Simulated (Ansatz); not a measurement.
CoSn₂ under pressure: fit and missing row

CoSn₂, I4/mcm, a = 6.280 Å, c = 5.398 Å. The structure is a COD entry; whether it is the stable form wasn't checked. Ansatz: PBEsol, PAW, 420 eV, Γ-centred 8×8×8 mesh on 6 atoms, Gaussian smearing 0.10 eV; no spin polarisation. Cell and atoms are relaxed at each pressure, and no other structure is tried, so the rows at high pressure may lie past a change of phase.

```tsv
V (Å³/atom)	P (GPa)
?	90.00
14.014	49.99
15.322	24.98
16.342	11.94
17.196	3.97
17.591	1.00
17.737	0.00
17.887	-0.98
```

Q: Take V0 = 17.737 Å³/atom, fit the third-order Birch–Murnaghan form to the other rows, and predict the missing volume.

A: With the Eulerian strain f = ½[(V0/V)^(2/3) − 1] and y = P/[3f(1 + 2f)^(5/2)], the form is the line y = B0 + 1.5 B0 (B0′ − 4) f. Rows (f, y): 0.08504, 132.3; 0.05125, 127.3; 0.02806, 123.7; 0.01043, 120.5; 0.00276, 119.1; -0.00280, 118.3. Means f = 0.02912, y = 123.53; Σ(Δf)² = 0.005681, ΣΔfΔy = 0.9140; the slope is their ratio. y = 118.8 + 160.9 f GPa, so B0 = 118.8 GPa and B0′ = 4 + 2 × (160.9)/(3 × 118.8) = 4.90. P = 90.00 GPa is met at f = 0.12416 (y = 138.78), so V = V0 (1 + 2f)^(−3/2) = 12.717 Å³/atom. The run gave 12.696 Å³/atom, so the fit is 0.021 Å³/atom too high, 0.4 % of the span of the series, against an rms of 0.002 Å³/atom on the fitted rows. The row lies outside the fitted range. The points of y bend away from a line: a fourth-order term fitted to them gives P = 89.85 GPa at this row's volume (the line 90.82, the run 90.00).

Spin polarisation was left out, and a magnetic state may lie lower. The mesh isn't the same in all rows (8×8×8, 10×10×10).